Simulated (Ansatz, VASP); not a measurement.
## One calculation of W (a cell with a defect), two programs

```xyz
15
Lattice="6.3200 0.0000 0.0000 0.0000 6.3200 0.0000 0.0000 0.0000 6.3200" Properties=species:S:1:pos:R:3 pbc="T T T"
W    -1.5647    1.5647   -1.5647
W     3.1600    0.0000    0.0000
W     0.0000    3.1600    0.0000
W     0.0000    0.0000    3.1600
W     1.5647    1.5647    1.5647
W     3.1600    3.1600    0.0000
W     3.1600    0.0000    3.1600
W     4.7553    1.5647    1.5647
W     0.0000    3.1600    3.1600
W     1.5647    4.7553    1.5647
W     1.5647    1.5647    4.7553
W     3.1600    3.1600    3.1600
W     4.7553    4.7553    1.5647
W     1.5647    4.7553    4.7553
W     4.7553    4.7553    4.7553
```

Alike in both runs: functional PBE; k mesh 3 × 3 × 3; occupations gaussian, width 0.15 eV; no spin polarisation.

Ansatz relaxed the structure, and its values are those at the end. VASP's run is a single point on that final structure, the one shown.

|  | VASP | Ansatz |
| --- | --- | --- |
| version | VASP 6.6.1 | Ansatz 0.2.0 |
| potentials or method | VASP PAW PBE potentials, release 64 (W_sv) | scalar-relativistic, plane waves, PAW |
| plane-wave cutoff (eV) | 520 | 420 |
| valence electrons in the cell | 210 | 210 |

|  | VASP | Ansatz | Ansatz less VASP |
| --- | --- | --- | --- |
| rms of the force components (eV/Å) | 0.009 | 0.003 | -0.0055 |

With one functional, cell and mesh, what is left measures potentials, basis and numerics.

The runs have no spin-orbit coupling, so splittings on W are missing.
